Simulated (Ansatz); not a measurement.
**TiTe2: stress in a strained cell**

TiTe2 is deformed so: equal xy, yz and zx engineering shear strains of +2 %. What stress and forces result, by LAPW, PAW and all-electron datasets made for the crystal?

Program: Ansatz 0.2.0. Level of theory: DFT PBEsol, scalar-relativistic. These are calculated values, not measurements.

### Step 1. The starting structure

The structure is trigonal, space group P-3m1 (No. 164). Conventional cell: a = 3.777 Å, b = 3.777 Å, c = 6.498 Å, α = 90.00°, β = 90.00°, γ = 120.00°. Ti (site symmetry -3m) has 6 Te at 2.77 Å in its first shell of neighbours. Te (site symmetry 3m) is surrounded by 3 Ti at 2.77 Å.

As a file:

```cif
data_structure
_symmetry_space_group_name_H-M 'P 1'
_symmetry_Int_Tables_number 1
_cell_length_a 3.7770
_cell_length_b 3.7770
_cell_length_c 6.4980
_cell_angle_alpha 90.000
_cell_angle_beta 90.000
_cell_angle_gamma 120.000
_cell_volume 80.28
loop_
_atom_site_label
_atom_site_type_symbol
_atom_site_fract_x
_atom_site_fract_y
_atom_site_fract_z
_atom_site_occupancy
Ti1 Ti 0.00000 0.00000 0.00000 1
Te1 Te 0.66667 0.33333 0.26280 1
Te2 Te 0.33333 0.66667 0.73720 1
```

Atoms are numbered in the order of the input: Ti1, Te2, Te3.

### Step 2. The deformed structure

Space group P-3m1 before, P-1 after.

### Step 3. Full-potential LAPW

The input, input.yaml:

```yaml
crystal:
  lattice:
    - [3.7770008876, 0.0377700089, 0.0377700089]
    - [-1.8557906566, 3.2520937144, 0.0138247828]
    - [0.06498, 0.06498, 6.498]
  atoms:
    - { symbol: Ti, position: [0.0, 0.0, 0.0] }
    - { symbol: Te, position: [0.6666666667, 0.3333333333, 0.2628] }
    - { symbol: Te, position: [0.3333333333, 0.6666666667, 0.7372] }
kpoints:
  mp_grid: { grid: [13, 13, 7] }
  band_path:
    path:
      - [0.0, 0.0, 0.0]
      - [0.0, -0.5, 0.0]
      - [0.0, 0.0, 0.5]
      - [0.0, 0.0, 0.0]
      - [-0.5, 0.0, 0.0]
      - [-0.5, 0.5, -0.5]
      - [0.0, 0.0, 0.0]
      - [-0.5, 0.0, -0.5]
      - [-0.5, 0.5, 0.0]
    npoints: 5
scf:
  occupations: { method: fermi_dirac, width: 0.03 }
hamiltonian:
  xc: pbesol
  pseudopotentials: { kind: all_electron, lapw: { basis_error: 0.001 } }
output:
  forces: true
  stress: true
  eigenvalues: true
```

On the command line:

```bash
ansatz run input.yaml --threads 1 --pin off --max-ram 4096MiB --backend cpu --events-out ev --progress --plain --runs-dir out
```

### Step 4. PAW with frozen cores

The input, input.yaml:

```yaml
crystal:
  lattice:
    - [3.7770008876, 0.0377700089, 0.0377700089]
    - [-1.8557906566, 3.2520937144, 0.0138247828]
    - [0.06498, 0.06498, 6.498]
  atoms:
    - { symbol: Ti, position: [0.0, 0.0, 0.0] }
    - { symbol: Te, position: [0.6666666667, 0.3333333333, 0.2628] }
    - { symbol: Te, position: [0.3333333333, 0.6666666667, 0.7372] }
kpoints:
  mp_grid: { grid: [13, 13, 7] }
scf:
  occupations: { method: fermi_dirac, width: 0.03 }
hamiltonian:
  xc: pbesol
  pseudopotentials: { kind: paw }
output:
  forces: true
  stress: true
  eigenvalues: true
  efg: { contact_densities: true }
```

### Step 5. All-electron PAW on datasets made for the crystal

input.yaml, as its differences from that of step 4:

```diff
@@ -15,3 +15,3 @@
   xc: pbesol
-  pseudopotentials: { kind: paw }
+  pseudopotentials: { kind: all_electron, datasets: crystal }
 output:
```

(Steps that only read results are left out.)

**Question.** What will these runs give? Wanted: pressure; largest shear or deviatoric stress.

As calculated:

| quantity | value |
| --- | --- |
| pressure | LAPW -2.13, PAW -2.13, crystal datasets -2.13 GPa |
| largest shear or deviatoric stress (LAPW) | 1.36 GPa |

The largest part of the stress beyond the pressure is 1.36 GPa in size, in the xz component; the atoms are carried along and not relaxed. No run of the undeformed cell stands beside it, so pressure and stress hold what the given cell had before the change, as far as its symmetry allows. PAW: stress within 0.01 GPa of LAPW, forces within 1 meV/Å. Crystal datasets: stress within 0.01 GPa of LAPW, forces within 1 meV/Å. Spin-orbit coupling is left out, though the cell holds Te; in elements this heavy it can shift bands and gaps by tenths of an eV.
